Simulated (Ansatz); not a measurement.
# In: which structure wins at one pressure

Which of bcc, hcp, diamond, sc, omega has the lowest enthalpy for In at one common pressure? The runs shown use LAPW. Companion runs by PAW are cited.

Method: DFT, PBE, all-electron LAPW, scalar-relativistic, in Ansatz 0.2.0.

## (1) Starting point

The structure is cubic, space group Im-3m (No. 229). The conventional cell has a = 3.034 Å, b = 3.034 Å, c = 3.034 Å, α = 90.00°, β = 90.00°, γ = 90.00°. In (site symmetry m-3m) has 8 In at 2.63 Å as nearest neighbours.

Structure file:

```
In
1.0
    -1.51696    1.51696    1.51696
     1.51696   -1.51696    1.51696
     1.51696    1.51696   -1.51696
In
1
Direct
  0.00000 0.00000 0.00000
```

## (2) Bcc relaxed under pressure, LAPW

input.yaml reads:

```yaml
crystal:
  lattice:
    - [-1.5169579684, 1.5169579684, 1.5169579684]
    - [1.5169579684, -1.5169579684, 1.5169579684]
    - [1.5169579684, 1.5169579684, -1.5169579684]
  atoms:
    - { symbol: In, position: [0.0, 0.0, 0.0] }
kpoints:
  mp_grid: { grid: [18, 18, 18] }
scf:
  occupations: { method: fermi_dirac, width: 0.08 }
hamiltonian:
  xc: pbe
  pseudopotentials: { kind: all_electron, lapw: { basis_error: 0.0005 } }
output:
  forces: true
  stress: true
  eigenvalues: true
relax:
  f_tol: 0.005
  max_steps: 12
  cell: { p_target: 140.0, stress_tol: 0.07 }
```

The run is started by

```bash
> ansatz run input.yaml --threads 1 --pin off --max-ram 3584MiB --backend cpu --events-out ev --progress --plain --runs-dir out
```

Further steps of the session: Hcp relaxed under pressure, LAPW; Diamond relaxed under pressure, LAPW; Sc relaxed under pressure, LAPW; Omega relaxed under pressure, LAPW.

Before running it: what results should come out? Wanted: pressure; lowest (for each run or level that gives them).

As calculated:

| quantity | value |
| --- | --- |
| pressure | 140 GPa |
| lowest (LAPW) | hcp, 74.3 meV/atom under bcc |
| lowest (PAW) | hcp, 74.5 meV/atom under bcc |

By LAPW the order is hcp < bcc < omega < sc < diamond. By PAW the order is hcp < bcc < omega < sc < diamond. The methods agree on the lowest phase. Only these structures were tried, with electrons smeared by 0.08 eV and without vibrations, so the true ground state may be another. The k meshes differ between phases and weren't tested, which can move differences by some meV.
